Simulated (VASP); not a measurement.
A run of VASP 6.6.1 is set up as follows.

The input INCAR:

```
PREC = Accurate
ENCUT = 520
EDIFF = 1E-6
ISMEAR = -1
SIGMA = 0.05
LREAL = False
LASPH = True
NELM = 100
ALGO = Normal
ISIF = 2
LWAVE = False
LCHARG = False
ISPIN = 2
MAGMOM = 1
LORBIT = 11
LMAXMIX = 4
LDAU = True
LDAUTYPE = 2
LDAUL = 2
LDAUU = 8
LDAUJ = 0
LDAUPRINT = 1
LDIPOL = True
IDIPOL = 3
DIPOL = 0.5 0.5 0.294
```

File KPOINTS:

```
regular mesh
0
Gamma
  9 9 1
```

File POSCAR:

```
Ni
1.0
    2.2591100000      0.0000000000      0.0000000000
    0.0000000000      2.2591100000      0.0000000000
    0.0000000000      0.0000000000     23.8000000000
Ni
1
Direct
    0.5000000000      0.5000000000      0.2941200000
```

Potentials or basis: VASP PAW LDA potentials, release 64 (Ni).

Launch:

```bash
$ cat potpaw_LDA.64/Ni/POTCAR > POTCAR
$ mpirun -np 1 vasp_std > vasp.out
```

(1) Predict the net moment.

(2) Estimate the band gap on the k mesh.

(3) Estimate the site moments.

## Answers

(1) 0.91 μB per cell.

(2) none (metal or under the smearing width).

(3) Ni +0.92 μB.

Caveat: the U is typed as a test and isn't derived for this compound.
